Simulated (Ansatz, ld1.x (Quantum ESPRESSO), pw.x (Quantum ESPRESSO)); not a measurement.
## In: one change to the ultrasoft potential, in the atom and in the fcc crystal

- Element: indium
- Generator: ld1.x (Quantum ESPRESSO) 7.5
- Type: ultrasoft
- Functional: PBE
- Relativity: scalar-relativistic
- Frozen core: [Kr] 4d10
- Valence charge: 3
- Reference configuration: 5s2 5p1
- Partial waves: 5s (bound): rcut 1.80, rcutus 2.40 bohr; 5s channel at 0.8 Ry: rcut 1.80, rcutus 2.40 bohr; 5p (bound): rcut 2.75, rcutus 3.35 bohr; 5p channel at 0.15 Ry: rcut 2.75, rcutus 3.35 bohr; 5d channel at 0.3 Ry: rcut 2.90, rcutus 3.10 bohr; 5d channel at 1.3 Ry: rcut 2.90, rcutus 3.10 bohr
- Local potential: all-electron potential smoothed inside 2.90 bohr (lloc = -1)
- Core correction: a·sin(br)/r model core inside 1.85 bohr
- Augmentation charge: PSQ, inside the norm-conserving radii

Change: waves 5p (bound): rcut 2.75, rcutus 4.54 bohr; 5p channel at 0.15 Ry: rcut 2.75, rcutus 4.54 bohr.

Cutoffs, loose and tight: the cutoffs (Ry, on a coarse ladder) from which the occupation-weighted sum of valence levels, in a spherical-Bessel basis at the reference potential, stays within 10 and 1 mRy of its value at 400 Ry. They do not see the model core or the augmentation charge, which bear on the density cutoff. Test errors are all-electron minus pseudo excitation energies from the reference, over the configurations 5s2 5p0; 5s1 5p0; 5s2 5p0.5; 5s2 5p1.3; 5s1 5p2; 5s0 5p3; 5s1 5p1; variants that change the core or the reference have their own tests.

Crystal test: fcc In in pw.x 7.5, no spin, 12³ k-points, Fermi–Dirac smearing 0.01 Ry, cutoffs set for each file from its atomic test. The reference is all-electron LAPW (Ansatz 0.2.0) with the same functional, mesh and smearing; V0 and B0 come from Birch–Murnaghan fits to the pressures at five volumes. Errors are pseudo minus all-electron; Δ is the rms difference of the E(V) curves that follow from these fits, minima aligned, over ±6 % about the mean V0. Mesh and smearing are coarse, so the numbers serve the comparison and aren't converged zero-temperature values; the lattice is a test structure that the element need not adopt.

All-electron: a0 = 4.791 Å (V0 = 27.50 Å³/atom), B0 = 34.9 GPa.

Problem. Does the change bring the crystal closer to the all-electron result?

Solution. The mean pressure error goes from +0.11 to +0.39 GPa, so the change moves the solid further from the all-electron pressures.

```csv
quantity,base,changed
outcome (atom),generated,generated
"cutoff, loose (atom)",6 Ry,6 Ry
"cutoff, tight (atom)",6 Ry,6 Ry
bound ghosts (atom),none,none
largest test error (meV) (atom),-222 over the solved tests; test run stopped at test 6 of 7 (negative rho),-205 over the solved tests; test run stopped at test 6 of 7 (negative rho)
cutoffs in pw.x (Ry),40/320,40/320
a0 (Å),4.796,4.809
a0 error (%),+0.10,+0.37
B0 error (%),+3.2,+4.7
Δ (meV/atom),0.7,2.5
mean pressure error (GPa),+0.11,+0.39
```

Base: The largest radius (3.35 bohr) exceeds half the bond length (3.21 bohr), so the spheres overlap, which is one possible source of error among others. Atomic configuration tests: test run stopped at test 6 of 7 (negative rho). The logarithmic derivative shows an extra or strongly shifted pseudo pole above the reference energy (d near 2.19 Ry). Changed file: The largest radius (4.54 bohr) exceeds half the bond length (3.21 bohr), so the spheres overlap, which is one possible source of error among others. Atomic configuration tests: test run stopped at test 6 of 7 (negative rho). The logarithmic derivative shows an extra or strongly shifted pseudo pole above the reference energy (d near 1.98 Ry). The atomic cutoffs weigh occupied waves only.
